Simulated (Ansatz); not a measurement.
# Zone-centre phonons of MgO at 12 GPa: input and output

Computed with DFT PBE, scalar-relativistic, plane waves, PAW in Ansatz 0.2.0.

Launched with:
```bash
ansatz run input.yaml --threads 1 --pin off --max-ram 3072MiB --backend cpu --events-out ev --progress --plain --runs-dir out
```

Input (bare energies are in eV):
```yaml
crystal:
  lattice:
    - [0.0, 2.0780142856, 2.0780142856]
    - [2.0780142856, 0.0, 2.0780142856]
    - [2.0780142856, 2.0780142856, 0.0]
  atoms:
    - { symbol: Mg, position: [0.0, 0.0, 0.0] }
    - { symbol: O, position: [0.5, 0.5, 0.5] }
basis:
  ecutwfc: 420
kpoints:
  mp_grid: { grid: [10, 10, 10] }
hamiltonian:
  xc: pbe
scf:
  occupations: { method: fixed }
output:
  eigenvalues: true
phonons:
  method: dfpt
  dielectric: true
  rigid_motions: translations
  eigenvectors: true
```

Results section of the output:
```
--- Phonons (Γ-DFPT): 2 representative perturbations + reference, on 102 of 1000 k-points (Σ response iterations 7) ---
  k mesh reduced under 8 symmetry operations, with k and −k counted as one. Each operation leaves every solved perturbation unchanged. A smaller set is not considered because the run solves the response ...
  ASR residual: 2.389e-4 → 0.000e0 eV/Å²; symmetrization residual: 1.917e-6 eV/Å²
  ASR residual per site (eV/Å²): 2.39e-4 1.93e-4
  Γ frequencies (cm⁻¹): 0.00 0.00 0.00 429.89 429.89 429.89
  ε∞ (high-frequency dielectric tensor):
        3.159393    -0.000000     0.000000
        0.000000     3.159393    -0.000000
        0.000000     0.000000     3.159393
  ε⁰ (static dielectric tensor: ions relaxed, cell fixed):
        9.119390     0.000000     0.000000
        0.000000     9.119390     0.000000
       -0.000000     0.000000     9.119390
  ε⁰ − ε∞ (ionic part):
        5.959998     0.000000    -0.000000
        0.000000     5.959998     0.000000
       -0.000000     0.000000     5.959998
  softest optical mode at Γ: 429.89 cm⁻¹; the repairs (sum rule, projections) moved no ω² at Γ by more than (1.86 cm⁻¹)²
  Born effective charges Z* (e; rows j = field, columns β = displacement):
    site 0:
         1.96867   -0.00000   -0.00000
         0.00000    1.96867    0.00000
         0.00000   -0.00000    1.96867
    site 1:
        -1.96867    0.00000    0.00000
        -0.00000   -1.96867    0.00000
         0.00000    0.00000   -1.96867
  Z* charge neutrality: 2.177e-5 e pre-enforcement
  k-mesh period / interband length: 29.4 Å / 1.35 Å = 21.72 at k = (0.0000, 0.0000, 0.0000), direct gap 5.143 eV — 14 or more, which is no proof of convergence
  optical modes at Γ without the LO–TO term, one row a degenerate level:
      ω (cm⁻¹) modes IR ((D/Å)²/amu)
        429.89      3            27.8028
  optical modes at Γ + LO–TO along q̂ = [1.0000, 0.0000, 0.0000]:
      ω (cm⁻¹) modes IR ((D/Å)²/amu)
        429.89      2            18.5352
        730.35      1             9.2676
  optical modes at Γ + LO–TO along q̂ = [0.0000, 1.0000, 0.0000]:
      ω (cm⁻¹) modes IR ((D/Å)²/amu)
        429.89      2            18.5352
        730.35      1             9.2676
  optical modes at Γ + LO–TO along q̂ = [0.0000, 0.0000, 1.0000]:
      ω (cm⁻¹) modes IR ((D/Å)²/amu)
        429.89      2            18.5352
        730.35      1             9.2676
```

The run took 5.2 s on 1 thread of Intel(R) Xeon(R) 6975P-C (Granite Rapids), with other jobs on the host, peak memory 0.42 GiB.